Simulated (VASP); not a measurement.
# Si (I4/mmm) in VASP: a series of runs

Runs on Si. Level: PBE. Tasks: single point.

Program: VASP 6.6.1. These are calculated values, not measurements. Logs are shortened: lines on timing, memory, paths and dates and some standing lists are left out, and cuts for length are marked.

### 1 The structure

Symmetry: I4/mmm, No. 139, tetragonal system. The conventional cell has a = 6.651 Å, b = 6.651 Å, c = 3.845 Å, α = 90.00°, β = 90.00°, γ = 90.00°. Around Si (site symmetry m2m) lie 4 Si at 2.34 to 2.38 Å.

This isn't the form of Si at room conditions, which is diamond.

### 2 Single point, PBE

The input, INCAR:

```
PREC = Accurate
ENCUT = 350
EDIFF = 1E-6
ISMEAR = 0
SIGMA = 0.05
LREAL = False
LASPH = True
NELM = 100
ALGO = Normal
ISIF = 2
LWAVE = False
LCHARG = False
GGA = PE
NBANDS = 16
ADDGRID = False
```

The input, KPOINTS:

```
Automatic mesh
0
Gamma
  2 2 2
```

The input, POSCAR:

```
Si
1.0
   -3.3254442900      3.3254442900      1.9223856600
    3.3254442900     -3.3254442900      1.9223856600
    3.3254442900      3.3254442900     -1.9223856600
Si
4
Direct
    0.8211989400      0.1788010600      0.0000000000
    0.1788010600      0.8211989400      0.0000000000
    0.8211989400      0.8211989400      0.6423978800
    0.1788010600      0.1788010600      0.3576021200
```

Potentials or basis: VASP PAW PBE potentials, release 64 (Si).

Command:

```console
$ cat potpaw_PBE.64/Si/POTCAR > POTCAR
$ mpirun -np 1 vasp_std > vasp.out
```

OUTCAR:

```text
PREC = Accurate
   ENCUT = 350
   EDIFF = 1E-6
   ISMEAR = 0
   LREAL = False
   LASPH = True
   NELM = 100
   ISIF = 2
   GGA = PE

 Found      4 irreducible k-points:

 Following reciprocal coordinates:
            Coordinates               Weight
  0.000000  0.000000  0.000000      1.000000
  0.500000  0.000000  0.000000      4.000000
  0.500000  0.500000  0.000000      2.000000
  0.500000  0.500000  0.500000      1.000000
   k-points           NKPTS =      4   k-points in BZ     NKDIM =      4   number of bands    NBANDS=     16
   number of dos      NEDOS =    301   number of ions     NIONS =      4
   total plane-waves  NPLWV =  32768
   dimension x,y,z NGX =    32 NGY =   32 NGZ =   32
   dimension x,y,z NGXF=    64 NGYF=   64 NGZF=   64
   ions per type =               4
   NGX,Y,Z   is equivalent  to a cutoff of  10.47, 10.47, 10.47 a.u.
   NGXF,Y,Z  is equivalent  to a cutoff of  20.94, 20.94, 20.94 a.u.
 SYSTEM =  unknown system
   PREC   = accura    normal or accurate (medium, high low for compatibility)
   ISTART =      0    job   : 0-new  1-cont  2-samecut
   ICHARG =      2    charge: 1-file 2-atom 10-const
   ISPIN  =      1    spin polarized calculation?
   LNONCOLLINEAR =      F non collinear calculations
   LSORBIT =      F    spin-orbit coupling
   LASPH  =      T    aspherical Exc in radial PAW
   ENCUT  =  350.0 eV  25.72 Ry    5.07 a.u.   7.75  7.75  7.75*2*pi/ulx,y,z
   NELM   =    100;   NELMIN=  2; NELMDL= -5     # of ELM steps
   EDIFF  = 0.1E-05   stopping-criterion for ELM
   LREAL  =      F    real-space projection
   EDIFFG = 0.1E-04   stopping-criterion for IOM
   NSW    =      0    number of steps for IOM
   IBRION =     -1    ionic relax: 0-MD 1-quasi-New 2-CG
   NFREE  =      0    steps in history (QN), initial steepest desc. (CG)
   ISIF   =      2    stress and relaxation
   ISYM   =      2    0-nonsym 1-usesym 2-fastsym
   POTIM  = 0.5000    time-step for ionic-motion
   TEBEG  =    0.0;   TEEND  =   0.0 temperature during run
   PSTRESS=    0.0 pullay stress
   NELECT =      16.0000    total number of electrons
   NUPDOWN=      -1.0000    fix difference up-down
   EMIN   =  10.00;   EMAX   =-10.00  energy-range for DOS
   EFERMI =   0.00;   METHOD = LEGACY
   ISMEAR =     0;   SIGMA  =   0.05  broadening in eV -4-tet -1-fermi 0-gaus
   EFERMI_NEDOS =   21; number of points for ismear=-14 and -15
   IALGO  =     38    algorithm
   IMIX   =      4    mixing-type and parameters
     AMIX     =   0.40;   BMIX     =  1.00
     AMIX_MAG =   1.60;   BMIX_MAG =  1.00
  volume/ion in A,a.u.               =      21.26       143.46
  Fermi-wavevector in a.u.,A,eV,Ry     =   0.938098  1.772748 11.973506  0.880028
  Thomas-Fermi vector in A             =   2.065276
   LORBIT       =      0    0 simple, 1 ext, 2 COOP (PROOUT), +10 PAW based schemes
   GGA     = PE    functional components
   LHFCALC =     F    Hartree Fock is set to
   AEXX    =    0.0000 exact exchange contribution
   IVDW    =     0    specifies the selected vdW correction
   LEPSILON=     F    determine dielectric tensor
   LRPA    =     F    only Hartree local field effects (RPA)
 non-spin polarized calculation
 Gauss-broadening in eV      SIGMA  =   0.05
  energy-cutoff  :      350.00
  volume of cell :       85.04
 maximum number of plane-waves:      1276
 NGX is ok and might be reduce to    32
   NGX = 15   NGY = 15   NGZ = 15

 number of electron      15.9999999 magnetization

 Free energy of the ion-electron system (eV)
  ---------------------------------------------------
  ext. energy  EPLUGINS =         0.00000000
  ---------------------------------------------------
  free energy    TOTEN  =       -20.17937614 eV

  energy without entropy =      -20.17937612  energy(sigma->0) =      -20.17937613

 E-fermi :   5.6923     XC(G=0):  -9.0545

 val. band max:        5.5064260149   @ k =   0.5000   0.5000   0.5000
 cond. band min:       5.8735610746   @ k =   0.5000   0.5000   0.5000
 fundamental gap:      0.3671350597
 Fermi energy:         5.6922745166

 k-point     1 :       0.0000    0.0000    0.0000
  band No.  band energies     occupation
      1      -6.5507      2.00000
      2      -2.3219      2.00000
      3      -0.0615      2.00000
      4      -0.0615      2.00000
      5       1.7219      2.00000
      6       4.0145      2.00000
[... 8 lines left out ...]
     15      10.9566      0.00000
     16      12.4167      0.00000

 k-point     2 :       0.5000    0.0000    0.0000
  band No.  band energies     occupation
      1      -4.5751      2.00000
      2      -2.7145      2.00000
      3      -1.9770      2.00000
      4      -0.6327      2.00000
      5       1.1430      2.00000
      6       2.0077      2.00000
[... 8 lines left out ...]
     15      11.1155      0.00000
     16      13.2151      0.00000

 k-point     3 :       0.5000    0.5000    0.0000
  band No.  band energies     occupation
      1      -5.5418      2.00000
      2      -4.6096      2.00000
      3       0.1700      2.00000
      4       0.5660      2.00000
      5       2.6715      2.00000
      6       3.4941      2.00000
[... 8 lines left out ...]
     15      11.2222      0.00000
     16      12.7447      0.00000

 k-point     4 :       0.5000    0.5000    0.5000
  band No.  band energies     occupation
      1      -4.3436      2.00000
      2      -4.3436      2.00000
      3      -3.6624      2.00000
      4       0.5026      2.00000
      5       2.5581      2.00000
      6       5.2853      2.00000
[... 8 lines left out ...]
     15      10.3781      0.00000
     16      12.3426      0.00000

------------------------ aborting loop because EDIFF is reached ----------------------------------------

  FORCE on cell =-STRESS in cart. coord.  units (eV):
  Direction    XX          YY          ZZ          XY          YZ          ZX
  --------------------------------------------------------------------------------------
  -------------------------------------------------------------------------------------
  Total        0.2450997      0.2450997      3.1920544      0.0000000     -0.0000000     -0.0000000
  in kB        4.6179963      4.6179963     60.1424338      0.0000000     -0.0000000     -0.0000000
  external PRESSURE =      23.1261421 kB  Pullay stress =       0.0000000 kB

 VOLUME and BASIS-vectors are now :
 -----------------------------------------------------------------------------
  energy-cutoff  :      350.00
  volume of cell :       85.04
      direct lattice vectors                 reciprocal lattice vectors
    -3.325444290  3.325444290  1.922385660     0.000000000  0.150355849  0.260093492
     3.325444290 -3.325444290  1.922385660     0.150355849  0.000000000  0.260093492
     3.325444290  3.325444290 -1.922385660     0.150355849  0.150355849  0.000000000

 POSITION                                       TOTAL-FORCE (eV/Angst)
 -----------------------------------------------------------------------------------
     -2.13626      2.13626      1.92239         0.069146     -0.069146     -0.000000
      2.13626     -2.13626      1.92239        -0.069146      0.069146     -0.000000
      2.13626      2.13626      1.92239        -0.069146     -0.069146      0.000000
      1.18919      1.18919     -0.00000         0.069146      0.069146      0.000000
 -----------------------------------------------------------------------------------
    total drift:                               -0.000000      0.000000     -0.000000

  FREE ENERGIE OF THE ION-ELECTRON SYSTEM (eV)
  ---------------------------------------------------
  free  energy   TOTEN  =       -20.1793761373 eV

  energy  without entropy=      -20.1793761233  energy(sigma->0) =      -20.17937613
```

Wall time 4.7 s (1 thread of AMD EPYC 9R14 (Zen 4), shared host); peak memory 0.12 GiB.

These settings aren't checked as converged: the numbers below hold their error.

What came out:

```yaml
Free_energy: -20.1794 eV
Pressure: 2.3 GPa
Largest_force: 0.098 eV/Å
Band_gap_on_the_k_mesh: 0.37 eV, direct
```

Caveat: the k mesh is coarse (spacing up to 0.94 Å⁻¹), so the values aren't converged.

### 3 Single point, PBE

INCAR, as its differences from that of step 2:

```diff
@@ -1,3 +1,3 @@
 PREC = Accurate
-ENCUT = 350
+ENCUT = 400
 EDIFF = 1E-6
```

KPOINTS is that of step 2.

POSCAR is that of step 2.

Potentials or basis: VASP PAW PBE potentials, release 64 (Si).

Command:

```console
$ cat potpaw_PBE.64/Si/POTCAR > POTCAR
$ mpirun -np 1 vasp_std > vasp.out
```

Wall time 6.1 s (1 thread of AMD EPYC 9R14 (Zen 4), shared host); peak memory 0.15 GiB.

The run converged, but some of its settings lie outside the range that counts as converged, so its numbers aren't taken as properties of the crystal.

What came out:

- Free energy: -20.1827 eV
- Pressure: 2.3 GPa
- Largest force: 0.098 eV/Å
- Band gap on the k mesh: 0.37 eV, direct

Caveat: the k mesh is coarse (spacing up to 0.94 Å⁻¹), so the values aren't converged.

### 4 Single point, PBE

INCAR, as its differences from that of step 3:

```diff
@@ -1,3 +1,3 @@
 PREC = Accurate
-ENCUT = 400
+ENCUT = 450
 EDIFF = 1E-6
```

KPOINTS is that of step 3.

POSCAR is that of step 3.

Potentials or basis: VASP PAW PBE potentials, release 64 (Si).

Command:

```console
$ cat potpaw_PBE.64/Si/POTCAR > POTCAR
$ mpirun -np 1 vasp_std > vasp.out
```

OUTCAR:

```text
PREC = Accurate
   ENCUT = 450
   EDIFF = 1E-6
   ISMEAR = 0
   LREAL = False
   LASPH = True
   NELM = 100
   ISIF = 2
   GGA = PE

 Found      4 irreducible k-points:

 Following reciprocal coordinates:
            Coordinates               Weight
  0.000000  0.000000  0.000000      1.000000
  0.500000  0.000000  0.000000      4.000000
  0.500000  0.500000  0.000000      2.000000
  0.500000  0.500000  0.500000      1.000000
   k-points           NKPTS =      4   k-points in BZ     NKDIM =      4   number of bands    NBANDS=     16
   number of dos      NEDOS =    301   number of ions     NIONS =      4
   total plane-waves  NPLWV =  46656
   dimension x,y,z NGX =    36 NGY =   36 NGZ =   36
   dimension x,y,z NGXF=    72 NGYF=   72 NGZF=   72
   ions per type =               4
   NGX,Y,Z   is equivalent  to a cutoff of  11.78, 11.78, 11.78 a.u.
   NGXF,Y,Z  is equivalent  to a cutoff of  23.56, 23.56, 23.56 a.u.
 SYSTEM =  unknown system
   PREC   = accura    normal or accurate (medium, high low for compatibility)
   ISTART =      0    job   : 0-new  1-cont  2-samecut
   ICHARG =      2    charge: 1-file 2-atom 10-const
   ISPIN  =      1    spin polarized calculation?
   LNONCOLLINEAR =      F non collinear calculations
   LSORBIT =      F    spin-orbit coupling
   LASPH  =      T    aspherical Exc in radial PAW
   ENCUT  =  450.0 eV  33.07 Ry    5.75 a.u.   8.79  8.79  8.79*2*pi/ulx,y,z
   NELM   =    100;   NELMIN=  2; NELMDL= -5     # of ELM steps
   EDIFF  = 0.1E-05   stopping-criterion for ELM
   LREAL  =      F    real-space projection
   EDIFFG = 0.1E-04   stopping-criterion for IOM
   NSW    =      0    number of steps for IOM
   IBRION =     -1    ionic relax: 0-MD 1-quasi-New 2-CG
   NFREE  =      0    steps in history (QN), initial steepest desc. (CG)
   ISIF   =      2    stress and relaxation
   ISYM   =      2    0-nonsym 1-usesym 2-fastsym
   POTIM  = 0.5000    time-step for ionic-motion
   TEBEG  =    0.0;   TEEND  =   0.0 temperature during run
   PSTRESS=    0.0 pullay stress
   NELECT =      16.0000    total number of electrons
   NUPDOWN=      -1.0000    fix difference up-down
   EMIN   =  10.00;   EMAX   =-10.00  energy-range for DOS
   EFERMI =   0.00;   METHOD = LEGACY
   ISMEAR =     0;   SIGMA  =   0.05  broadening in eV -4-tet -1-fermi 0-gaus
   EFERMI_NEDOS =   21; number of points for ismear=-14 and -15
   IALGO  =     38    algorithm
   IMIX   =      4    mixing-type and parameters
     AMIX     =   0.40;   BMIX     =  1.00
     AMIX_MAG =   1.60;   BMIX_MAG =  1.00
  volume/ion in A,a.u.               =      21.26       143.46
  Fermi-wavevector in a.u.,A,eV,Ry     =   0.938098  1.772748 11.973506  0.880028
  Thomas-Fermi vector in A             =   2.065276
   LORBIT       =      0    0 simple, 1 ext, 2 COOP (PROOUT), +10 PAW based schemes
   GGA     = PE    functional components
   LHFCALC =     F    Hartree Fock is set to
   AEXX    =    0.0000 exact exchange contribution
   IVDW    =     0    specifies the selected vdW correction
   LEPSILON=     F    determine dielectric tensor
   LRPA    =     F    only Hartree local field effects (RPA)
 non-spin polarized calculation
 Gauss-broadening in eV      SIGMA  =   0.05
  energy-cutoff  :      450.00
  volume of cell :       85.04
 maximum number of plane-waves:      1851
 NGX is ok and might be reduce to    36
   NGX = 17   NGY = 17   NGZ = 17

 number of electron      15.9999999 magnetization

 Free energy of the ion-electron system (eV)
  ---------------------------------------------------
  ext. energy  EPLUGINS =         0.00000000
  ---------------------------------------------------
  free energy    TOTEN  =       -20.18311284 eV

  energy without entropy =      -20.18311282  energy(sigma->0) =      -20.18311283

 E-fermi :   5.6911     XC(G=0):  -9.0544

 val. band max:        5.5057092838   @ k =   0.5000   0.5000   0.5000
 cond. band min:       5.8719516329   @ k =   0.5000   0.5000   0.5000
 fundamental gap:      0.3662423491
 Fermi energy:         5.6911203730

 k-point     1 :       0.0000    0.0000    0.0000
  band No.  band energies     occupation
      1      -6.5506      2.00000
      2      -2.3219      2.00000
      3      -0.0615      2.00000
      4      -0.0615      2.00000
      5       1.7215      2.00000
      6       4.0143      2.00000
[... 8 lines left out ...]
     15      10.9515      0.00000
     16      12.4162      0.00000
[... 39 lines left out ...]
 k-point     4 :       0.5000    0.5000    0.5000
  band No.  band energies     occupation
      1      -4.3436      2.00000
      2      -4.3436      2.00000
      3      -3.6623      2.00000
      4       0.5026      2.00000
      5       2.5581      2.00000
      6       5.2846      2.00000
[... 8 lines left out ...]
     15      10.3734      0.00000
     16      12.3420      0.00000

------------------------ aborting loop because EDIFF is reached ----------------------------------------

  FORCE on cell =-STRESS in cart. coord.  units (eV):
  Direction    XX          YY          ZZ          XY          YZ          ZX
  --------------------------------------------------------------------------------------
  -------------------------------------------------------------------------------------
  Total        0.2650115      0.2650115      3.2116643      0.0000000      0.0000000      0.0000000
  in kB        4.9931597      4.9931597     60.5119098      0.0000000      0.0000000      0.0000000
  external PRESSURE =      23.4994097 kB  Pullay stress =       0.0000000 kB

 VOLUME and BASIS-vectors are now :
 -----------------------------------------------------------------------------
  energy-cutoff  :      450.00
  volume of cell :       85.04
      direct lattice vectors                 reciprocal lattice vectors
    -3.325444290  3.325444290  1.922385660     0.000000000  0.150355849  0.260093492
     3.325444290 -3.325444290  1.922385660     0.150355849  0.000000000  0.260093492
     3.325444290  3.325444290 -1.922385660     0.150355849  0.150355849  0.000000000

 POSITION                                       TOTAL-FORCE (eV/Angst)
 -----------------------------------------------------------------------------------
     -2.13626      2.13626      1.92239         0.069287     -0.069287      0.000000
      2.13626     -2.13626      1.92239        -0.069287      0.069287     -0.000000
      2.13626      2.13626      1.92239        -0.069287     -0.069287      0.000000
      1.18919      1.18919     -0.00000         0.069287      0.069287     -0.000000
 -----------------------------------------------------------------------------------
    total drift:                               -0.000000     -0.000000     -0.000000

  FREE ENERGIE OF THE ION-ELECTRON SYSTEM (eV)
  ---------------------------------------------------
  free  energy   TOTEN  =       -20.1831128353 eV

  energy  without entropy=      -20.1831128204  energy(sigma->0) =      -20.18311283
```

Wall time 6.9 s (1 thread of AMD EPYC 9R14 (Zen 4), shared host); peak memory 0.15 GiB.

The run converged, but some of its settings lie outside the range that counts as converged, so its numbers aren't taken as properties of the crystal.

What came out:

```
Free energy            : -20.1831 eV
Pressure               : 2.3 GPa
Largest force          : 0.098 eV/Å
Band gap on the k mesh : 0.37 eV, direct
```

Caveat: the k mesh is coarse (spacing up to 0.94 Å⁻¹), so the values aren't converged.

### 5 Single point, PBE

INCAR, as its differences from that of step 4:

```diff
@@ -1,3 +1,3 @@
 PREC = Accurate
-ENCUT = 450
+ENCUT = 550
 EDIFF = 1E-6
```

KPOINTS is that of step 4.

POSCAR is that of step 4.

Command:

```console
$ cat potpaw_PBE.64/Si/POTCAR > POTCAR
$ mpirun -np 1 vasp_std > vasp.out
```

Run time: 8.4 s. Hardware: 1 thread of AMD EPYC 9R14 (Zen 4), shared host; peak memory 0.18 GiB.

The run converged, but some of its settings lie outside the range that counts as converged, so its numbers aren't taken as properties of the crystal.

What came out:

| Quantity | Value |
| --- | --- |
| Free energy | -20.1831 eV |
| Pressure | 2.4 GPa |
| Largest force | 0.098 eV/Å |
| Band gap on the k mesh | 0.37 eV, direct |

Caveat: the k mesh is coarse (spacing up to 0.94 Å⁻¹), so the values aren't converged.

### 6 For comparison

An earlier run on the cell as given: functional PBE; potentials or basis VASP PAW PBE potentials, release 64 (Si); cutoff 520 eV; k mesh 8 × 8 × 8; occupations fermi-dirac, width 0.05 eV; no spin polarisation.

* Pressure: 1.3 GPa
* Largest force: 0.008 eV/Å
* Band gap on the k mesh: 0.26 eV, indirect (least direct gap 0.39 eV)
